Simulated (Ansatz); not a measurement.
# InAs: the cost of one run

Method: DFT PBE, scalar-relativistic, plane waves, PAW, in Ansatz 0.2.0.

The COD entry's cell or inner coordinates are ideal or old and differ from later refinements, so a difference from it is no clean test against experiment.

### Step 1. The starting structure

The structure is cubic, space group F-43m (No. 216). Conventional cell: a = 6.036 Å, b = 6.036 Å, c = 6.036 Å, α = 90.00°, β = 90.00°, γ = 90.00°. In (site symmetry -43m) is surrounded by 4 As at 2.61 Å. As (site symmetry -43m) is surrounded by 4 In at 2.61 Å.

Coordinates:

```
CELL_PARAMETERS angstrom
0.00000 9.05400 9.05400
9.05400 0.00000 9.05400
9.05400 9.05400 0.00000
ATOMIC_POSITIONS crystal
In 0.00000 0.00000 0.00000
In 0.00000 0.00000 0.33333
In 0.00000 0.00000 0.66667
In 0.00000 0.33333 0.00000
In 0.00000 0.33333 0.33333
In 0.00000 0.33333 0.66667
In 0.00000 0.66667 0.00000
In 0.00000 0.66667 0.33333
In 0.00000 0.66667 0.66667
In 0.33333 0.00000 0.00000
In 0.33333 0.00000 0.33333
In 0.33333 0.00000 0.66667
In 0.33333 0.33333 0.00000
In 0.33333 0.33333 0.33333
In 0.33333 0.33333 0.66667
In 0.33333 0.66667 0.00000
In 0.33333 0.66667 0.33333
In 0.33333 0.66667 0.66667
In 0.66667 0.00000 0.00000
In 0.66667 0.00000 0.33333
In 0.66667 0.00000 0.66667
In 0.66667 0.33333 0.00000
In 0.66667 0.33333 0.33333
In 0.66667 0.33333 0.66667
In 0.66667 0.66667 0.00000
In 0.66667 0.66667 0.33333
In 0.66667 0.66667 0.66667
As 0.08333 0.08333 0.08333
As 0.08333 0.08333 0.41667
As 0.08333 0.08333 0.75000
As 0.08333 0.41667 0.08333
As 0.08333 0.41667 0.41667
As 0.08333 0.41667 0.75000
As 0.08333 0.75000 0.08333
As 0.08333 0.75000 0.41667
As 0.08333 0.75000 0.75000
As 0.41667 0.08333 0.08333
As 0.41667 0.08333 0.41667
As 0.41667 0.08333 0.75000
As 0.41667 0.41667 0.08333
As 0.41667 0.41667 0.41667
As 0.41667 0.41667 0.75000
As 0.41667 0.75000 0.08333
As 0.41667 0.75000 0.41667
As 0.41667 0.75000 0.75000
As 0.75000 0.08333 0.08333
As 0.75000 0.08333 0.41667
As 0.75000 0.08333 0.75000
As 0.75000 0.41667 0.08333
As 0.75000 0.41667 0.41667
As 0.75000 0.41667 0.75000
As 0.75000 0.75000 0.08333
As 0.75000 0.75000 0.41667
As 0.75000 0.75000 0.75000
```

The runs take a perfect supercell of 54 atoms; the defect goes to fractional position (0.000, 0.000, 0.000).

### Step 2. The perfect supercell

input.yaml

```yaml
crystal:
  lattice:
    - [0.0, 9.054, 9.054]
    - [9.054, 0.0, 9.054]
    - [9.054, 9.054, 0.0]
  atoms:
    - { symbol: In, position: [0.0, 0.0, 0.0] }
    - { symbol: In, position: [0.0, 0.0, 0.333333] }
    - { symbol: In, position: [0.0, 0.0, 0.666667] }
    - { symbol: In, position: [0.0, 0.333333, 0.0] }
    - { symbol: In, position: [0.0, 0.333333, 0.333333] }
    - { symbol: In, position: [0.0, 0.333333, 0.666667] }
    - { symbol: In, position: [0.0, 0.666667, 0.0] }
    - { symbol: In, position: [0.0, 0.666667, 0.333333] }
    - { symbol: In, position: [0.0, 0.666667, 0.666667] }
    - { symbol: In, position: [0.333333, 0.0, 0.0] }
    - { symbol: In, position: [0.333333, 0.0, 0.333333] }
    - { symbol: In, position: [0.333333, 0.0, 0.666667] }
    - { symbol: In, position: [0.333333, 0.333333, 0.0] }
    - { symbol: In, position: [0.333333, 0.333333, 0.333333] }
    - { symbol: In, position: [0.333333, 0.333333, 0.666667] }
    - { symbol: In, position: [0.333333, 0.666667, 0.0] }
    - { symbol: In, position: [0.333333, 0.666667, 0.333333] }
    - { symbol: In, position: [0.333333, 0.666667, 0.666667] }
    - { symbol: In, position: [0.666667, 0.0, 0.0] }
    - { symbol: In, position: [0.666667, 0.0, 0.333333] }
    - { symbol: In, position: [0.666667, 0.0, 0.666667] }
    - { symbol: In, position: [0.666667, 0.333333, 0.0] }
    - { symbol: In, position: [0.666667, 0.333333, 0.333333] }
    - { symbol: In, position: [0.666667, 0.333333, 0.666667] }
    - { symbol: In, position: [0.666667, 0.666667, 0.0] }
    - { symbol: In, position: [0.666667, 0.666667, 0.333333] }
    - { symbol: In, position: [0.666667, 0.666667, 0.666667] }
    - { symbol: As, position: [0.083333, 0.083333, 0.083333] }
    - { symbol: As, position: [0.083333, 0.083333, 0.416667] }
    - { symbol: As, position: [0.083333, 0.083333, 0.75] }
    - { symbol: As, position: [0.083333, 0.416667, 0.083333] }
    - { symbol: As, position: [0.083333, 0.416667, 0.416667] }
    - { symbol: As, position: [0.083333, 0.416667, 0.75] }
    - { symbol: As, position: [0.083333, 0.75, 0.083333] }
    - { symbol: As, position: [0.083333, 0.75, 0.416667] }
    - { symbol: As, position: [0.083333, 0.75, 0.75] }
    - { symbol: As, position: [0.416667, 0.083333, 0.083333] }
    - { symbol: As, position: [0.416667, 0.083333, 0.416667] }
    - { symbol: As, position: [0.416667, 0.083333, 0.75] }
    - { symbol: As, position: [0.416667, 0.416667, 0.083333] }
    - { symbol: As, position: [0.416667, 0.416667, 0.416667] }
    - { symbol: As, position: [0.416667, 0.416667, 0.75] }
    - { symbol: As, position: [0.416667, 0.75, 0.083333] }
    - { symbol: As, position: [0.416667, 0.75, 0.416667] }
    - { symbol: As, position: [0.416667, 0.75, 0.75] }
    - { symbol: As, position: [0.75, 0.083333, 0.083333] }
    - { symbol: As, position: [0.75, 0.083333, 0.416667] }
    - { symbol: As, position: [0.75, 0.083333, 0.75] }
    - { symbol: As, position: [0.75, 0.416667, 0.083333] }
    - { symbol: As, position: [0.75, 0.416667, 0.416667] }
    - { symbol: As, position: [0.75, 0.416667, 0.75] }
    - { symbol: As, position: [0.75, 0.75, 0.083333] }
    - { symbol: As, position: [0.75, 0.75, 0.416667] }
    - { symbol: As, position: [0.75, 0.75, 0.75] }
basis:
  ecutwfc: 420
  fft_grid_basis: typed
kpoints:
  mp_grid: { grid: [1, 1, 1] }
hamiltonian:
  xc: pbe
  pseudopotentials: { kind: paw }
scf:
  occupations: { method: gaussian, width: 0.05 }
output:
  forces: true
  stress: false
  eigenvalues: true
  bader: false
  write_density: true
  volumetric_format: npy
```

Run with:

```console
$ ansatz run input.yaml --threads 8 --pin off --max-ram 16384MiB --backend cpu --events-out ev --progress --plain --runs-dir out
```

Q: Estimate wall time and peak memory on 8 threads of AMD EPYC 9R45 (Zen 5), shared host.

About 3 s, with a peak of 2.3 GiB.
